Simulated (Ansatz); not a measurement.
# Ir: a line through an energy map

One line of a two-coordinate grid on Ir (P6_3/mmc, No. 194; 2 atoms in the cell): lattice constant a (and b) is varied, at lattice constant c = 4.304 Å.

This is Ir in the hcp structure; at room conditions it is fcc.

Program: Ansatz 0.2.0. Level of theory: DFT PBE, scalar-relativistic, plane waves, PAW. These are calculated values, not measurements.

15 further runs of the same task are left out: 15 set aside as unsound or not needed.

## 1. Starting point

It takes space group P6_3/mmc (No. 194, hexagonal). Conventional cell: a = 2.748 Å, b = 2.748 Å, c = 4.453 Å, α = 90.00°, β = 90.00°, γ = 120.00°. Ir (site symmetry -6m2) has 12 Ir at 2.73 to 2.75 Å as nearest neighbours.

Coordinates:

```xyz
2
Lattice="2.7478 0.0000 0.0000 -1.3739 2.3797 0.0000 0.0000 0.0000 4.4530" Properties=species:S:1:pos:R:3 pbc="T T T"
Ir    1.3739    0.7932    3.3397
Ir    0.0000    1.5864    1.1132
```

It goes back to an entry of the Materials Project, which need not be the stable form.

This cell was relaxed beforehand with the same method: volume 14.56 Å³/atom, gap on the mesh none (metal).

## 2. The scan

The energy is mapped over the lattice constants a and c of the conventional cell.

The axes are (1) lattice constant a (and b): 7 values from 2.555 to 2.940 Å; (2) lattice constant c: 7 values from 4.230 to 4.676 Å.

Nothing else is relaxed (symmetry fixes all fractional coordinates). Energies count from the relaxed crystal. Points are written as (first, second).

## 3. Point (2.555 Å, 4.304 Å)

The input, input.yaml:

```yaml
crystal:
  lattice:
    - [2.5555, 0.0, 0.0]
    - [-1.27775, 2.2131279194, 0.0]
    - [0.0, 0.0, 4.3045]
  atoms:
    - { symbol: Ir, position: [0.6666666667, 0.3333333333, 0.75] }
    - { symbol: Ir, position: [0.3333333333, 0.6666666667, 0.25] }
basis:
  ecutwfc: 420
kpoints:
  mp_grid: { grid: [18, 18, 10] }
hamiltonian:
  xc: pbe
  pseudopotentials: { kind: paw, azcp: { folder: soft_1 } }
scf:
  occupations: { method: gaussian, width: 0.15 }
output:
  forces: true
  stress: true
  eigenvalues: true
  write_density: true
  write_potential: true
  elf: true
  volumetric_format: npy
```

Run with:

```console
ansatz run input.yaml --threads 1 --pin off --max-ram 2048MiB --backend cpu --events-out ev --progress --plain --runs-dir out
```

The session goes on with these runs: the other points of the line.

**Question.** What will these runs give? Wanted: for each run, lattice constant a; energy; slope; pressure.

**Answer**, as computed:

| lattice constant a (and b) (Å) | step | energy (meV/atom) | slope (meV/atom per Å) | pressure (GPa) |
| --- | --- | --- | --- | --- |
| 2.555 | 3 | 628 | −6321 | 97 |
| 2.620 | 4 | 303 | −3919 | 62 |
| 2.684 | 5 | 115 | −2028 | 35 |
| 2.748 | 6 | 34 | −553 | 14 |
| 2.812 | 7 | 36 | 552 | −2 |
| 2.876 | – | 99 | 1374 | −14 |
| 2.940 | 8 | 208 | 1993 | −23 |

Energies count from the relaxed crystal. Rows without a step come from runs not printed here or follow by symmetry. Slopes come from the forces (and the stress, where the cell changes), not from differences of energies.

What this shows: Along the line the energy is lowest at 2.748 Å, 34 meV/atom from the zero. A fit to energies and slopes at the lowest point and its two neighbours puts the minimum at 2.7776 Å, with a curvature of about 17000 meV/atom per Å². The highest point computed, at 2.555 Å, lies 594 meV/atom above the lowest. This is one cut through a surface in two coordinates; the map's lowest point lies off it. The runs treat Ir without spin-orbit coupling.
